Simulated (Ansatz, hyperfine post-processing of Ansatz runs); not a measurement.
# Where the muon stops in SnO2, part 2 of 2

Aim: the sites at which an implanted muon comes to rest in SnO2, and what a muon-spin experiment would see there. The muon is a hydrogen atom in the runs.

Ansatz; PBE.

So far, kubo toyabe width (1/us): step 2 (start at (0.050, 0.145, 0.775), cell charge +1) 0.0375; step 4 (start at (0.759, 0.511, 0.456), cell charge +1) 0.0375.

## 5. Start at (0.759, 0.705, 0.275), neutral cell

Level of this step: DFT, PBE, plane-wave PAW, PAW set soft_2, collinear spin, scalar-relativistic (Ansatz).

The electron is added to the relaxed positive state, to see whether it binds there.

Contents of input.yaml:

```yaml
crystal:
  lattice:
    - [0.0, 0.0, -6.373]
    - [4.738, 4.738, -3.1865]
    - [4.738, -4.738, -3.1865]
  atoms:
    - { symbol: Sn, position: [0.015708739, 0.4740494161, -0.0060947692] }
    - { symbol: Sn, position: [0.5009694205, 0.4888824059, 0.008552632] }
    - { symbol: Sn, position: [-0.0012793761, -0.0062014958, 0.5081331269] }
    - { symbol: Sn, position: [0.4877093676, 0.0092031471, 0.5147485443] }
    - { symbol: Sn, position: [0.5038257248, -0.0165854748, 0.0087928882] }
    - { symbol: Sn, position: [0.003339514, -0.0165849601, 0.0087941189] }
    - { symbol: Sn, position: [0.4910574726, 0.4993065685, 0.5118767554] }
    - { symbol: Sn, position: [-0.0028675166, 0.4993068687, 0.5118745002] }
    - { symbol: O, position: [0.8217058948, 0.5535178179, 0.3024402851] }
    - { symbol: O, position: [0.3329872564, 0.5183442136, 0.3150553061] }
    - { symbol: O, position: [0.8351481137, 0.0125519214, 0.8165259301] }
    - { symbol: O, position: [0.3322103647, 0.0180900685, 0.816862012] }
    - { symbol: O, position: [0.1668811549, 0.6771852395, -0.0182815574] }
    - { symbol: O, position: [0.6735885478, 0.6771860254, -0.0182820006] }
    - { symbol: O, position: [0.157937427, 0.1949569297, 0.4784349145] }
    - { symbol: O, position: [0.668042978, 0.1949564741, 0.4784354336] }
    - { symbol: O, position: [0.170535695, 0.4606990406, 0.6976011676] }
    - { symbol: O, position: [0.665533527, 0.471539342, 0.6967678403] }
    - { symbol: O, position: [0.1668058176, -0.0363057426, 0.202067911] }
    - { symbol: O, position: [0.6737851498, -0.0584975064, 0.21030044] }
    - { symbol: O, position: [0.3378920069, 0.2908772854, 0.0370955459] }
    - { symbol: O, position: [0.8335078068, 0.2908769058, 0.0370973266] }
    - { symbol: O, position: [0.3352949052, 0.8039443346, 0.5312352575] }
    - { symbol: O, position: [0.8288961987, 0.8039457517, 0.5312358553] }
    - { symbol: H, position: [0.75949381, 0.7053054232, 0.2750705355], spin: 0.8 }
magnetization:
  spin_polarized: true
kpoints:
  mp_grid: { grid: [2, 2, 2] }
scf:
  lower_state_search: "off"
  occupations: { method: fermi_dirac, width: 0.02 }
hamiltonian:
  xc: pbe
output:
  efg: { contact_densities: true, quadrupole_moments_barn: { O: -0.02558 } }
  forces: true
# [... lines on directions and stored grids left out ...]
relax:
  f_tol: 0.03
  max_steps: 35
```

Command:

```console
$ ansatz run input.yaml --threads 2 --pin off --max-ram 5120MiB --backend cpu --events-out ev --progress --plain --runs-dir out
```

Numbers of over 12 decimals in the logs are rounded to 6 here.

Log:

```text
Warning: the atoms were moved onto the symmetric positions of the space group found under crystal.symmetry.tolerance 1.0e-5 (fractional; no operation is sought that the atoms, as they stand in a round, miss by more than twice it, and no atom is moved by as much as it), and the run uses the moved positions. Before a round's move an operation carried an atom to 5.62e-5 Å from where it should land, the largest such dist [...]
[...]
Crystal: 25 atoms, lattice volume = 286.130 Å³
Basis set: ecut = 420 eV, 5619 PW (Γ), exchange–correlation on 90×100×100 points (8 copies of the dense FFT grid, shifted against one another)
Bands: 130, of which v1, the nominal top of the filled ones, is band 105 counted from 1 (104 counted from 0)
Symmetry: 2 space group operations
[...]
k-points: 6 of 8
[...]
Starting moments: Σ|m| = 0.8 μB on 1 of 25 sites
[...]
- { symbol: Sn, position: [0.486333, 0.011301, 0.515406] }
    - { symbol: Sn, position: [0.504470, -0.017954, 0.00905814] }
    - { symbol: Sn, position: [0.00379741, -0.017954, 0.00905814] }
    - { symbol: Sn, position: [0.491065, 0.500537, 0.511416] }
    - { symbol: Sn, position: [-0.00364619, 0.500537, 0.511416] }
    - { symbol: O, position: [0.820406, 0.557241, 0.301320] }
    - { symbol: O, position: [0.331202, 0.522477, 0.314492] }
    - { symbol: O, position: [0.833811, 0.015211, 0.816539] }
    - { symbol: O, position: [0.330156, 0.021256, 0.817803] }
    - { symbol: O, position: [0.168473, 0.676365, -0.021411] }
    - { symbol: O, position: [0.675945, 0.676365, -0.021411] }
    - { symbol: O, position: [0.158663, 0.195983, 0.474701] }
    - { symbol: O, position: [0.670025, 0.195983, 0.474701] }
[...]
- { symbol: O, position: [0.337317, 0.288916, 0.041240] }
    - { symbol: O, position: [0.831900, 0.288916, 0.041240] }
    - { symbol: O, position: [0.333075, 0.805335, 0.534739] }
    - { symbol: O, position: [0.826223, 0.805335, 0.534739] }
    - { symbol: H, position: [0.758828, 0.709885, 0.271832] }
[key lines of the parts left out:]
SCF converged after 4 iterations
Magnetization: 0.0000 μB (104.5000 up, 104.5000 down)
Free energy (F): -57286.138657 eV
Fermi energy:    12.899926 eV
```

It took 1.7 min on 2 threads of Arm Neoverse V2, shared host; peak memory 0.94 GiB.

The steps of the relaxation:

| step | energy less that of the first step (eV) | largest force component (eV/Å) |
| --- | --- | --- |
| 1 | 0.0000 | 0.1812 |
| 2 | -0.0064 | 0.0548 |
| 3 | -0.0094 | 0.0941 |
| 4 | -0.0102 | 0.1218 |
| 5 | -0.0108 | 0.0207 |
| 6 | -0.0108 | 0.0207 |

Forces are held to the 2 operations that the run works with; a distortion that breaks them can't arise in this run.

The atoms that moved most (Å):

| atom | dx | dy | dz | length |
| --- | --- | --- | --- | --- |
| H25 | 0.006 | 0.037 | 0.000 | 0.038 |
| O20 | -0.018 | -0.028 | 0.000 | 0.033 |
| O19 | -0.019 | -0.025 | 0.000 | 0.031 |
| O17 | -0.025 | -0.019 | 0.000 | 0.031 |
| O21 | 0.010 | -0.029 | -0.003 | 0.031 |
| O22 | 0.010 | -0.029 | 0.003 | 0.031 |
| O10 | 0.017 | 0.022 | 0.000 | 0.028 |
| O16 | -0.013 | 0.023 | -0.004 | 0.026 |

Final coordinates:

```xyz
25
Lattice="0.0000 0.0000 -6.3730 4.7380 4.7380 -3.1865 4.7380 -4.7380 -3.1865" Properties=species:S:1:pos:R:3 pbc="T T T"
Sn    2.2055    2.2633   -1.5913
Sn    2.3524    2.2710   -4.7778
Sn    2.3830   -2.4337   -1.5913
Sn    2.4955   -2.3884   -4.7778
Sn   -0.0421   -0.1280   -3.1866
Sn   -0.0421   -0.1280    0.0041
Sn    4.7946   -0.0515   -6.3541
Sn    4.7946   -0.0515   -3.2014
O     4.0679    1.2126   -7.9643
O     3.9656    0.9854   -4.7778
O     3.9408   -3.7967   -7.9643
O     3.9755   -3.7740   -4.7778
O     3.1032    3.3061   -3.1607
O     3.1032    3.3061   -6.3948
O     3.1777   -1.3206   -3.1483
O     3.1777   -1.3206   -6.4072
O     5.4631   -1.1411   -4.7778
O     5.5261   -1.0838   -7.9643
O     0.7669   -1.1547   -1.5913
O     0.7016   -1.3017   -4.7778
O     1.5643    1.1735   -3.2018
O     1.5643    1.1735   -6.3537
O     6.3493    1.2821   -6.3928
O     6.3493    1.2821   -9.5357
H     4.6514    2.0755   -7.9643
```

Nearest to the muon at the end: O 1.04 Å, O 1.57 Å, O 2.45 Å, O 2.45 Å, Sn 2.45 Å, O 2.52 Å. The cell's moment is 0.00 μB: the start moment was lost and the run ended unpolarised, so it gives no muonium coupling; whether a polarised solution lies lower at this site wasn't tested.

## 6. The sites together

| start | cell charge | energy above the lowest of this charge (eV) | nearest atoms (Å) | A_iso (MHz) | Δ (μs⁻¹) |
| --- | --- | --- | --- | --- | --- |
| 1 | +1 | 0.00 | O 1.03, O 1.64 | - | 0.037 |
| 1 | 0 | 0.00 | O 1.04, O 1.57 | - | - |
| 2 | +1 | 0.00 | O 1.03, O 1.64 | - | 0.037 |
| 2 | 0 | 0.00 | O 1.04, O 1.57 | - | - |

## 7. What came out

```yaml
lowest_site_found_positive_muon: O 1.03, O 1.64 Å; Δ 0.037 μs⁻¹
lowest_site_found_neutral_cell: O 1.04, O 1.57 Å; no coupling read
```

The positive muon binds to one O at 1.03 Å. In zero field the polarisation of the positive muon would relax on a scale of 1/Δ = 27 μs. Two starts end with the same nearest neighbours, probably on sites alike in the crystal; the cell's shape and the force tolerance can still part their energies a little. Only a few starting points were tried, so a lower site may exist. The muon is held at rest: its zero-point motion, several tenths of an eV, can reorder sites and changes contact couplings. A charged cell sits in a uniform background, and the muon's images lie only 6.4 Å apart, which can shift site energies by tenths of an eV. Semilocal functionals tend to spread the electron of a neutral centre too far.

[Logs are printed without paths, hosts, clocks, repeated set-up lines and the standing remarks that a program may print on its own settings, such as how far it seeks lower states.]

[Hosts, paths, dates, database ids (printed as entryN), source tags and the programs' standing remarks are cut or masked in the printed files.]
